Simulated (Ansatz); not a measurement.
Relaxing P in the hcp type

First guess:

```yaml
crystal:
  lattice:
    - [2.51233, 0.00000, 0.00000]
    - [-1.25617, 2.17574, 0.00000]
    - [0.00000, 0.00000, 4.06998]
  atoms:
    - { symbol: P, position: [0.33333, 0.66667, 0.25000] }
    - { symbol: P, position: [0.66667, 0.33333, 0.75000] }
```

The calculation used DFT, PBE, PAW with Ansatz's default frozen-core files, scalar-relativistic (Ansatz 0.2.0).

Cell and atoms relax within the symmetry of the start on a 15×15×8 k mesh with 0.05 eV Fermi–Dirac smearing.

The start is built from a prototype, known or not as a phase of this compound; the cutoff is 420 eV.

Problem. What is the pressure of the first guess?

Solution. 40.3 GPa.

Problem. What does it relax to?

Solution. a = 2.705 Å, b = 2.705 Å, c = 4.588 Å, α = 90.00°, β = 90.00°, γ = 120.00° (conventional cell), 14.54 Å³ per atom:
```cif
data_structure
_symmetry_space_group_name_H-M 'P6_3/mmc'
_symmetry_Int_Tables_number 194
_cell_length_a 2.7054
_cell_length_b 2.7054
_cell_length_c 4.5877
_cell_angle_alpha 90.000
_cell_angle_beta 90.000
_cell_angle_gamma 120.000
_cell_volume 29.08
loop_
_atom_site_label
_atom_site_type_symbol
_atom_site_symmetry_multiplicity
_atom_site_Wyckoff_symbol
_atom_site_fract_x
_atom_site_fract_y
_atom_site_fract_z
_atom_site_occupancy
P1 P 2 c 0.33333 0.66667 0.25000 1
```

Problem. How much energy does the relaxation release?

Solution. 356 meV/atom.
